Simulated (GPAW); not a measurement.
# TaN: single point with PBE

TaN:

```
CELL_PARAMETERS angstrom
2.92177 0.00000 0.00000
-1.46088 2.53033 0.00000
0.00000 0.00000 5.91652
ATOMIC_POSITIONS crystal
Ta 0.00000 0.00000 0.50000
Ta 0.00000 0.00000 0.00000
N 0.33333 0.66667 0.25000
N 0.66667 0.33333 0.75000
```

The cell comes from a database or a generator and needn't be the stable form of this composition.

```
Program             : GPAW 26.7.0
Task                : single point
Functional          : PBE
Potentials or basis : GPAW PAW data sets (gpaw-data 1.2.1)
Cutoff              : 800 eV
Basis               : pw
k mesh              : 10 × 10 × 5
Occupations         : fermi-dirac, width 0.05 eV
Spin                : no spin polarisation
```

| Property | Result |
| --- | --- |
| Pressure | -1.2 GPa |
| Band gap on the k mesh | none (metal or under the smearing width) |

Levels at points of the mesh, in eV from the Fermi level:
```
           k point  band 14  band 15  band 16  band 17  band 18  band 19  band 20  band 21  band 22  band 23
(0.00, 0.00, 0.00)    -4.25    -3.50    -2.00    -2.00    -0.22    -0.22     0.55     0.55     2.34     3.12
(0.50, 0.50, 0.00)    -5.36    -4.15    -3.67    -2.81    -2.10     2.82     3.92     4.77     5.11     5.37
```

Run time: 68 s on 1 thread of Arm Neoverse V2, with other jobs on the host, peak memory 0.25 GiB.

Spin-orbit coupling is left out, which matters for the levels of Ta.
